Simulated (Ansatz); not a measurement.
# HfO2: the cost of one run

Computed with Ansatz 0.2.0 (DFT r2SCAN, scalar-relativistic, plane waves, PAW, unless a step's input says otherwise).

1 further run of the same task is left out (set aside as unsound or not needed). Runs told in other sessions of the task aren't counted.

### 1 The structure to begin with

The structure is orthorhombic, space group Pca2_1 (No. 29). The conventional cell has a = 5.247 Å, b = 5.031 Å, c = 5.059 Å, α = 90.00°, β = 90.00°, γ = 90.00°. Around Hf (site symmetry 1) lie 7 O at 2.03 to 2.24 Å. O (site symmetry 1) has 3 Hf at 2.03 to 2.14 Å in its first shell of neighbours. O (site symmetry 1) is surrounded by 4 Hf at 2.12 to 2.24 Å.

Structure file:

```
CELL_PARAMETERS angstrom
5.24670 0.00000 0.00000
0.00000 5.03052 0.00000
0.00000 0.00000 5.05945
ATOMIC_POSITIONS crystal
Hf 0.03250 0.26703 0.24108
Hf 0.46750 0.26703 0.74108
Hf 0.53250 0.73297 0.24108
Hf 0.96750 0.73297 0.74108
O 0.36705 0.07001 0.38077
O 0.13295 0.07001 0.88077
O 0.73217 0.46112 0.49116
O 0.76783 0.46112 0.99116
O 0.26783 0.53888 0.99116
O 0.23217 0.53888 0.49116
O 0.86705 0.92999 0.38077
O 0.63295 0.92999 0.88077
```

It goes back to an entry of the Materials Project, which need not be the stable form.

It is the result of an earlier relaxation at this level (volume 11.13 Å³/atom; gap on the mesh: 4.96 eV).

### 2 Volume × 0.97

The input, input.yaml:

```yaml
crystal:
  lattice:
    - [5.193701479, 0.0, 0.0]
    - [0.0, 4.9797076819, 0.0]
    - [0.0, 0.0, 5.0083398361]
  atoms:
    - { symbol: Hf, position: [0.0325044408, 0.2670267592, 0.241078118] }
    - { symbol: Hf, position: [0.4674955592, 0.2670267592, 0.741078118] }
    - { symbol: Hf, position: [0.5325044408, 0.7329732408, 0.241078118] }
    - { symbol: Hf, position: [0.9674955592, 0.7329732408, 0.741078118] }
    - { symbol: O, position: [0.367045737, 0.0700103575, 0.3807661322] }
    - { symbol: O, position: [0.132954263, 0.0700103575, 0.8807661322] }
    - { symbol: O, position: [0.7321661104, 0.4611157998, 0.4911557498] }
    - { symbol: O, position: [0.7678338896, 0.4611157998, 0.9911557498] }
    - { symbol: O, position: [0.2678338896, 0.5388842002, 0.9911557498] }
    - { symbol: O, position: [0.2321661104, 0.5388842002, 0.4911557498] }
    - { symbol: O, position: [0.867045737, 0.9299896425, 0.3807661322] }
    - { symbol: O, position: [0.632954263, 0.9299896425, 0.8807661322] }
basis:
  ecutwfc: 500
kpoints:
  mp_grid: { grid: [6, 6, 6] }
hamiltonian:
  xc: r2scan
scf:
  occupations: { method: gaussian, width: 0.02 }
output:
  forces: true
  stress: true
  eigenvalues: true
relax:
  adjacent_minimum: "off"
  f_tol: 0.01
  max_steps: 30
  cell: { stress_tol: 0.1, fix: [volume] }
```

Run with:

```
ansatz run input.yaml --threads 4 --pin off --max-ram 10240MiB --backend cpu --events-out ev --progress --plain --runs-dir out
```

**Question.** How long does this run take on 4 threads of Oxide Virtual Turin-like (Zen 5), shared host, and how much memory does it need?

About 2.4 min, with a peak of 1.3 GiB.
